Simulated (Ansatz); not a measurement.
# In: the cost of one run

Computed with Ansatz 0.2.0 (DFT PBE, scalar-relativistic, plane waves, PAW, unless a step's input says otherwise).

**1. The system as given**

Symmetry: P6_3/mmc, No. 194, hexagonal system. The conventional cell has a = 4.339 Å, b = 4.339 Å, c = 11.046 Å, α = 90.00°, β = 90.00°, γ = 120.00°. In (site symmetry -3m) has 6 In at 2.84 Å as nearest neighbours. In (site symmetry 3m) is surrounded by 4 In at 2.84 to 2.87 Å.

As a file:

```cif
data_structure
_symmetry_space_group_name_H-M 'P6_3/mmc'
_symmetry_Int_Tables_number 194
_cell_length_a 4.3394
_cell_length_b 4.3394
_cell_length_c 11.0455
_cell_angle_alpha 90.000
_cell_angle_beta 90.000
_cell_angle_gamma 120.000
_cell_volume 180.13
loop_
_atom_site_label
_atom_site_type_symbol
_atom_site_symmetry_multiplicity
_atom_site_Wyckoff_symbol
_atom_site_fract_x
_atom_site_fract_y
_atom_site_fract_z
_atom_site_occupancy
In1 In 2 a 0.00000 0.00000 0.50000 1
In2 In 4 f 0.66667 0.33333 0.37980 1
```

The cell is invented: 4-, 6-connected net of one element (P6_3/mmc, No. 194). Lengths come from tabulated atomic sizes and are only a guess.

**2. The guess as it stands, on a coarse mesh**

Contents of input.yaml:

```yaml
crystal:
  lattice:
    - [4.33944374, 0.0, 0.0]
    - [-2.16972187, 3.75806852, 0.0]
    - [0.0, 0.0, 11.04550343]
  atoms:
    - { symbol: In, position: [0.0, 0.0, 0.5] }
    - { symbol: In, position: [0.0, 0.0, 0.0] }
    - { symbol: In, position: [0.66666667, 0.33333333, 0.37979528] }
    - { symbol: In, position: [0.33333333, 0.66666667, 0.62020472] }
    - { symbol: In, position: [0.33333333, 0.66666667, 0.87979528] }
    - { symbol: In, position: [0.66666667, 0.33333333, 0.12020472] }
basis:
  ecutwfc: 420
kpoints:
  mp_grid: { grid: [6, 6, 2] }
hamiltonian:
  xc: pbe
scf:
  occupations: { method: gaussian, width: 0.1 }
  lower_state_search: "off"
output:
  forces: true
  stress: true
  eigenvalues: true
```

Run with:

```bash
$ ansatz run input.yaml --threads 1 --pin off --max-ram 2560MiB --backend cpu --events-out ev --progress --plain --runs-dir out
```

Q: Estimate wall time and peak memory on 1 thread of Arm Neoverse V1, shared host.

About 6.6 s, with a peak of 0.41 GiB.
